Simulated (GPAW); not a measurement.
Write an ASE script for GPAW 26.7.0 that does the following.

| Property | Result |
| --- | --- |
| Task | band structure |
| Functional | PBE |
| Potentials or basis | GPAW PAW data sets (gpaw-data 1.2.1) |
| Cutoff | 600 eV |
| Basis | pw |
| k mesh | 6 × 6 × 6 |
| Occupations | fermi-dirac, width 0.05 eV |
| Spin | spin-orbit coupling, no magnetisation |
| Maxiter | 150 |
| Band path | GXWKGLUWLK,UX |
| Band points | 80 |
| spin axis theta (degrees) | 54.7 |
| spin axis phi (degrees) | 45 |
| Soc after scf | second variation |

The system is InAs.

```
In As
1.0
     0.00000    3.01800    3.01800
     3.01800    0.00000    3.01800
     3.01800    3.01800    0.00000
In As
1 1
Direct
  0.00000 0.00000 0.00000
  0.75000 0.75000 0.75000
```

One way to write it, as run:

run.py

```python
import numpy as np
from ase import Atoms
from ase.dft.bandgap import bandgap
from ase.io import write
from ase.units import GPa
from gpaw import GPAW, PW
from gpaw.spinorbit import soc_eigenstates

atoms = Atoms(['In', 'As'],
              cell=[[0.0, 3.018, 3.018],
                    [3.018, 0.0, 3.018],
                    [3.018, 3.018, 0.0]],
              scaled_positions=[[0.0, 0.0, 0.0],
                                [0.75, 0.75, 0.75]],
              pbc=True)

calc = GPAW(mode=PW(600),
            xc='PBE',
            kpts={'size': (6, 6, 6), 'gamma': True},
            occupations={'name': 'fermi-dirac', 'width': 0.05},
            nbands=18,
            convergence={'density': 1e-05, 'energy': 1e-05},
            maxiter=150,
            txt='gpaw.txt')
atoms.calc = calc
energy = atoms.get_potential_energy()
forces = atoms.get_forces()
stress = atoms.get_stress()
calc.write('gs.gpw')
write('result.traj', atoms)
print(f'Energy: {energy:.6f} eV')
print('Forces (eV/A):')
print(forces.round(4))
print('Stress (GPa):', (stress / GPa).round(3))
print('Fermi level:', round(calc.get_fermi_level(), 4), 'eV')
print(f'Gap: {bandgap(calc)[0]:.4f} eV, direct: {bandgap(calc, direct=True)[0]:.4f} eV')

path = atoms.cell.bandpath('GXWKGLUWLK,UX', npoints=80, eps=1e-4)
bs_calc = calc.fixed_density(kpts=path, symmetry='off', nbands=30,
                             convergence={'bands': 'CBM+6.0', 'eigenstates': 1e-6}, txt='bands.txt')
bs = bs_calc.band_structure()
bs.write('bs.json')
print(f'Gap on the path: {bandgap(bs_calc)[0]:.4f} eV')

soc = soc_eigenstates(bs_calc, theta=54.7, phi=45)
np.savetxt('soc_bands.dat', soc.eigenvalues(), fmt='%.4f')
mesh = soc_eigenstates('gs.gpw', theta=54.7, phi=45)
np.savetxt('soc_mesh.dat', mesh.eigenvalues(), fmt='%.4f')
print('Fermi level with spin-orbit coupling:', round(mesh.fermi_level, 4), 'eV')
```

Potentials or basis: GPAW PAW data sets (gpaw-data 1.2.1), pw.

Command:

```bash
$ OMP_NUM_THREADS=1 python run.py
```

It gave:

The pressure is 4.1 GPa. The band gap along the path is none (metal or under the smearing width).

Caveat: spin-orbit coupling was added after a scalar SCF, so levels and gaps hold it while energy, forces, pressure and moments don't; this program's spin-orbit splittings come out too wide for heavy elements.

It took 37 s on 1 thread of Arm Neoverse V2 (shared host), peak memory 0.3 GiB.
